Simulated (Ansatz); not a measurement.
# BeTe (Pbca) at 2 levels of theory

One geometry, relaxed with PBE; plane waves with PAW potentials in Ansatz, scalar-relativistic. No spin polarisation. Gaps are the least over mesh and band path; pressure is positive in compression.

```cif
data_structure
_symmetry_space_group_name_H-M 'Pbca'
_symmetry_Int_Tables_number 61
_cell_length_a 6.8350
_cell_length_b 8.0223
_cell_length_c 6.9661
_cell_angle_alpha 90.000
_cell_angle_beta 90.000
_cell_angle_gamma 90.000
_cell_volume 381.97
loop_
_atom_site_label
_atom_site_type_symbol
_atom_site_symmetry_multiplicity
_atom_site_Wyckoff_symbol
_atom_site_fract_x
_atom_site_fract_y
_atom_site_fract_z
_atom_site_occupancy
Be1 Be 8 c 0.83641 0.86729 0.58693 1
Te1 Te 8 c 0.69879 0.86669 0.90946 1
```

```json
{"level": "PBE", "cutoff (eV)": "420", "k mesh": "4×4×4", "gap (eV)": "2.26", "pressure (GPa)": "0.0"}
```

Problem. What comes out on the same cell with r2SCAN?

Solution.
```
 level  cutoff (eV)  k mesh  gap (eV)  pressure (GPa)
r2SCAN          500   4×4×4      2.58            -0.2
```

Spin-orbit coupling matters for the bands of heavy elements and is left out.

It was reached by relaxing an invented guess, and it needn't be the stable form of this composition.
